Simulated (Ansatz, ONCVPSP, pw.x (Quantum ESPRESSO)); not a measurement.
**From atom to crystal: ONCV potential for Ge**

```
Element                 : Ge (Z = 32)
Generator               : ONCVPSP 4.0.1
Type                    : optimised norm-conserving Vanderbilt (ONCV)
Functional              : PBE
Relativity              : scalar-relativistic
Frozen core             : [Ar] 3d10
Valence charge          : 4
Reference configuration : 4s2 4p1 (charge +1)
Partial waves           : 4s: rc 2.30 bohr, ncon 3, nbas 6, qcut 3.7 1/bohr, 2 projectors, debl 2.4 Ha; 4p: rc 3.04 bohr, ncon 4, nbas 8, qcut 3.9 1/bohr, 1 projector; d scattering state at 0.41 Ha: rc 2.96 bohr, ncon 4, nbas 7, qcut 3.9 1/bohr, 1 projector
Local potential         : polynomial inside 1.46 bohr (lpopt 5, dvloc0 4 Ha)
Core correction         : none
```

In the d channel the program set the typed energies aside and used 0.050 Ha.

Crystal test: fcc Ge in pw.x 7.5, no spin, 13³ k-points, Fermi–Dirac smearing 0.01 Ry, cutoffs 35/140 Ry. The reference is all-electron LAPW (Ansatz 0.2.0) with the same functional, mesh and smearing; V0 and B0 come from Birch–Murnaghan fits to the pressures at five volumes. Errors are pseudo minus all-electron; Δ is the rms difference of the E(V) curves that follow from these fits, minima aligned, over ±6 % about the mean V0. Mesh and smearing are coarse, so the numbers serve the comparison and aren't converged zero-temperature values; the lattice is a test structure that the element need not adopt.

```tsv
V (Å³/atom)	P all-electron (GPa)	P pseudo (GPa)
18.596	3.50	1.37
19.086	1.64	-0.39
19.575	0.01	-1.92
20.064	-1.41	-3.25
20.554	-2.66	-4.41
```

All-electron: a0 = 4.278 Å (V0 = 19.58 Å³/atom), B0 = 60.8 GPa.

Pseudopotential: mean pressure error (GPa): -1.94; a0 (Å): 4.234; a0 error (%): -1.04; B0 error (%): +8.1; Δ (meV/atom): 8.4. The largest radius (3.04 bohr) exceeds half the bond length (2.86 bohr), so the spheres overlap, which is one possible source of error among others. This is a poor potential for the solid.

Q: At the middle volume, how do free energy and pressure move when the wave cutoff is lowered (ecutrho kept at four times it)?

A:

```
cutoff (Ry)  shift of F (meV/atom)  shift of P (GPa)
         16                   +3.2             +0.01
         21                   +1.9             +0.00
         28                   +1.4             +0.02
```

The 8 pw.x runs together took about 34 s on one core of a shared server CPU.
